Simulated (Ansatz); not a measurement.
# WS2: the cost of one run

Program: Ansatz 0.2.0. Level of theory: DFT PBE+U (U = 6 eV, J = 0.9 eV on W d, around-mean-field double counting), plane waves, PAW, no spin–orbit coupling unless a run says so. These are calculated values, not measurements.

2 further runs of the same task are left out: 2 that didn't finish.

## 1. The starting structure

It takes space group R3m (No. 160, trigonal). Conventional cell: a = 3.158 Å, b = 3.158 Å, c = 18.490 Å, α = 90.00°, β = 90.00°, γ = 120.00°. Around W (site symmetry 3m) lie 6 S at 2.39 to 2.42 Å. Around S (site symmetry 3m) lie 3 W at 2.39 Å. Around S (site symmetry 3m) lie 3 W at 2.42 Å.

Coordinates:

```cif
data_structure
_symmetry_space_group_name_H-M 'P 1'
_symmetry_Int_Tables_number 1
_cell_length_a 6.4274
_cell_length_b 6.4274
_cell_length_c 6.4274
_cell_angle_alpha 28.443
_cell_angle_beta 28.443
_cell_angle_gamma 28.443
_cell_volume 53.23
loop_
_atom_site_label
_atom_site_type_symbol
_atom_site_fract_x
_atom_site_fract_y
_atom_site_fract_z
_atom_site_occupancy
W1 W 0.00000 0.00000 0.00000 1
S1 S 0.75030 0.75030 0.75030 1
S2 S 0.58100 0.58100 0.58100 1
```

Magnetic order typed: ferromagnetic.

## 2. From atoms, symmetry kept, no search

The input, input.yaml:

```yaml
crystal:
  lattice:
    - [1.57900017, 0.91163617, 6.16332915]
    - [-1.57900017, 0.91163617, 6.16332915]
    - [0.0, -1.82327234, 6.16332915]
  atoms:
    - { symbol: W, position: [0.0, 0.0, 0.0], spin: 2.0, spin_axis: [0.707107, 0.707107, 0.0] }
    - { symbol: S, position: [0.7503, 0.7503, 0.7503] }
    - { symbol: S, position: [0.581, 0.581, 0.581] }
basis:
  ecutwfc: 420
  ecutrho_ratio: 4
kpoints:
  mp_grid: { grid: [7, 7, 7] }
hamiltonian:
  xc: pbe
  hubbard: { sites: [{ site: 0, l: d, u: 6.0, j: 0.9 }], double_counting: amf }
scf:
  occupations: { method: gaussian, width: 0.05 }
  lower_state_search: "off"
  max_iter: 150
output:
  forces: true
  stress: true
  eigenvalues: true
  populations: true
  hubbard: { sites: [{ site: 0, l: d }] }
magnetization:
  noncollinear: true
  spin_orbit: true
```

This run includes spin–orbit coupling.

Started as:

```
> ansatz run input.yaml --threads 4 --pin off --max-ram 6144MiB --backend cpu --events-out ev --progress --plain --runs-dir out
```

What time and memory should one allow on 4 threads of Intel Xeon Platinum 8488C (Sapphire Rapids), shared host?

About 76 s, with a peak of 1.9 GiB.
